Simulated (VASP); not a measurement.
ZnSe in VASP 6.6.1, single-point calculation

INCAR

```
ENCUT = 520
ISMEAR = 0
LREAL = .FALSE.
IBRION = -1
LWAVE = .FALSE.
EDIFF = 1E-7
ISIF = 2
NSW = 0
NELM = 120
NBANDS = 13
LCHARG = .FALSE.
GGA = PE
SIGMA = 0.3
PREC = Accurate
LASPH = .TRUE.
```

KPOINTS

```
KPOINTS created by Atomic Simulation Environment
0
Gamma
8 8 8
0 0 0
```

POSCAR

```
Zn Se
 1.0000000000000000
     0.0000000000000000    2.9740417191000001    2.6590364151000001
     2.9740417191000001    0.0000000000000000    2.6590364151000001
     2.9740417191000001    2.9740417191000001    0.0000000000000000
 Zn  Se
   1   1
Cartesian
  0.0000000000000000  0.0000000000000000  0.0000000000000000
  1.4870208595499999  1.4870208595499999  1.3295182075499998
```

The recommended PBE PAW datasets give the neutral cell 18 valence electrons.

Command

```
mpirun -np 1 vasp_std
```

Question: How does this run end, and what does it give?

Answer: It converged. Results: gap between bands v and c on the k mesh 0.91 eV; least direct gap on the k mesh 0.91 eV; pressure 0.1 GPa. Band v is the last that the valence electrons fill when counted band by band, and c is the next.

OSZICAR

```
N       E                     dE             d eps       ncg     rms          rms(c)
DAV:   1     0.876162984736E+02    0.87616E+02   -0.90074E+03  1534   0.158E+03
DAV:   2    -0.396554927263E+00   -0.88013E+02   -0.83836E+02  1654   0.279E+02
DAV:   3    -0.623282859035E+01   -0.58363E+01   -0.58090E+01  1874   0.704E+01
DAV:   4    -0.629213203101E+01   -0.59303E-01   -0.59285E-01  1689   0.769E+00
DAV:   5    -0.629246061101E+01   -0.32858E-03   -0.32857E-03  1884   0.542E-01    0.444E+00
DAV:   6    -0.601301407958E+01    0.27945E+00   -0.70527E-01  2262   0.286E+01    0.342E+00
DAV:   7    -0.599544343908E+01    0.17571E-01   -0.18829E-01  1689   0.436E+00    0.145E+00
DAV:   8    -0.599535782693E+01    0.85612E-04   -0.43770E-03  1812   0.669E-01    0.453E-01
DAV:   9    -0.599560043923E+01   -0.24261E-03   -0.10905E-03  1709   0.298E-01    0.698E-02
DAV:  10    -0.599568140063E+01   -0.80961E-04   -0.13294E-04  1772   0.125E-01    0.160E-02
DAV:  11    -0.599569551834E+01   -0.14118E-04   -0.24913E-05  1712   0.530E-02    0.514E-03
DAV:  12    -0.599569665252E+01   -0.11342E-05   -0.33749E-06  1824   0.206E-02    0.381E-03
DAV:  13    -0.599569666961E+01   -0.17085E-07   -0.61702E-07  1609   0.908E-03
   1 F= -.59956967E+01 E0= -.59956525E+01  d E =-.883159E-04
```

For comparison, a separate PBE run of the intended cell, on usual settings and not on those above, gives a gap of 0.91 eV on its mesh and a pressure of 0.1 GPa.
